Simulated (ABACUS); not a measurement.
MoS2: equation of state with PBEsol

The system is MoS2, a slab with vacuum.

```
Mo S
1.0
     3.18413    0.00000    0.00000
    -1.59206    2.75753    0.00000
     0.00000    0.00000   17.33460
Mo S
1 2
Direct
  0.00000 0.00000 0.00000
  0.33333 0.66667 0.91051
  0.33333 0.66667 0.08949
```

```
Program             : ABACUS 3.10.1
Task                : equation of state
Functional          : PBEsol
Potentials or basis : PseudoDojo NC SR 0.4 PBEsol stringent
Cutoff              : 1102 eV
Density cutoff      : 4408 eV
Basis               : plane waves
k mesh              : 8 × 8 × 2
Occupations         : fermi-dirac, width 0.05 eV
Spin                : no spin polarisation
```

* Equilibrium volume: 49.65 Å³/atom
* Bulk modulus at fixed shape and positions: 55 GPa
* Pressure derivative of the bulk modulus: 4.4 (rough: it moves with the points fitted)

Energy against volume, from the lowest point:
```csv
volume (Å³/atom),energy (meV/atom)
47.690,14.22
49.720,0.00
51.749,14.05
53.779,50.77
```

All runs of the series together: 93 s on 4 threads of Intel(R) Xeon(R) 6975P-C (Granite Rapids) (shared host).

Caveat: the cell was scaled at fixed shape and fractional positions, which overstates the stiffness of a crystal with free parameters, most of all of layers and chains.
